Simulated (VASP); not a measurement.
Set up this calculation in VASP 6.6.1, as the native input.

| Quantity | Value |
| --- | --- |
| Task | single point |
| Functional | PBEsol |
| Potentials or basis | VASP PAW PBE potentials, release 64 (Si, Ni) |
| Cutoff | 700 eV |
| k mesh | 14 × 14 × 14 |
| Occupations | gaussian, width 0.1 eV |
| Spin | collinear spin, ferromagnetic start |
| Starting moments | [0.0, 0.0, 1.0] μB |
| Further INCAR settings | ALGO = Normal; EDIFF = 1e-06 |

The structure of Si2Ni lies in POSCAR:

```
Si2Ni
1.0
    0.0000000000      2.6962300000      2.6962300000
    2.6962300000      0.0000000000      2.6962300000
    2.6962300000      2.6962300000      0.0000000000
Si Ni
2 1
Direct
    0.2500000000      0.2500000000      0.2500000000
    0.7500000000      0.7500000000      0.7500000000
    0.0000000000      0.0000000000      0.0000000000
```

The cell comes from a database or a generator and needn't be the stable form of this composition.

One way to write it, as run:

INCAR

```
  PREC = Accurate
  ENCUT = 700
  EDIFF = 1E-6
  ISMEAR = 0
  SIGMA = 0.1
  LREAL = F
  LASPH = T
  NELM = 120
  ALGO = Normal
  ISIF = 2
  LWAVE = F
  LCHARG = F
  ISPIN = 2
  MAGMOM = 0 0 1
  LORBIT = 11
  LMAXMIX = 4
  GGA = PS
```

KPOINTS

```
Automatic mesh
0
Gamma
  14 14 14
```

Potentials or basis: VASP PAW PBE potentials, release 64 (Si, Ni).

Run with:

```sh
$ cat potpaw_PBE.64/Si/POTCAR potpaw_PBE.64/Ni/POTCAR > POTCAR
$ mpirun -np 1 vasp_std > vasp.out
```

Results of the run:

```yaml
Pressure: 0.2 GPa
Band_gap_on_the_k_mesh: none (metal or under the smearing width)
Net_moment: 0.00 μB per cell
Valence_electrons_inside_the_program's_atomic_spheres: Si 1.59; Ni 9.85
```

Caveat: the PAW data sets were made with another functional, which shifts forces and pressure a little.

Run time: 2.1 min on 1 thread of AMD EPYC 9R45 96-Core Processor (Zen 5), on a shared host, peak memory 0.31 GiB.
